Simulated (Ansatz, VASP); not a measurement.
## One calculation of RbBr, two programs

Contents of INCAR:

```
ALGO = Normal
EDIFF = 1E-6
ENCUT = 520
GGA = PE
ISIF = 2
ISMEAR = 0
LASPH = T
LCHARG = F
LREAL = F
LWAVE = F
NBANDS = 15
NELM = 60
PREC = Accurate
SIGMA = 0.05
```

KPOINTS

```
k-points
0
Gamma
  6 6 6
```

The input POSCAR:

```
RbBr
1.0
    4.4561634840      0.0000000000      0.0000000000
    0.0000000000      4.4561634840      0.0000000000
    0.0000000000      0.0000000000      4.2911203920
Rb Br
1 1
Direct
    0.0000000000      0.0000000000      0.0000000000
    0.5000000000      0.5000000000      0.5000000000
```

Input for Ansatz:

```yaml
crystal:
  lattice:
    - [4.456163484, 0.0, 0.0]
    - [0.0, 4.456163484, 0.0]
    - [0.0, 0.0, 4.291120392]
  atoms:
    - { symbol: Rb, position: [0.0, 0.0, 0.0] }
    - { symbol: Br, position: [0.5, 0.5, 0.5] }
basis:
  ecutwfc: 420
kpoints:
  mp_grid: { grid: [6, 6, 6] }
hamiltonian:
  xc: pbe
scf:
  occupations: { method: gaussian, width: 0.05 }
output:
  forces: true
  stress: true
  eigenvalues: true
```

Change from the starting cell: strain +0.080 along x and y, +0.040 along z, atoms carried along.

Alike in both runs: task single point; functional PBE; k mesh 6 × 6 × 6; occupations gaussian, width 0.05 eV; no spin polarisation.

```csv
,VASP,Ansatz
version,VASP 6.6.1,Ansatz 0.2.0
potentials or method,"VASP PAW PBE potentials, release 64 (Rb_sv, Br)","scalar-relativistic, plane waves, PAW"
plane-wave cutoff (eV),520,420
valence electrons in the cell,16,16
```

```tsv
	VASP	Ansatz	Ansatz less VASP
gap on the k mesh at the Fermi level (eV)	3.42	3.42	0.000
least direct gap on the mesh (eV)	3.54	3.54	0.000
pressure (GPa)	-1.4	-1.4	-0.01
largest component of the traceless stress (GPa)	0.61	0.61	-0.001
```

A k mesh can miss the band edges.
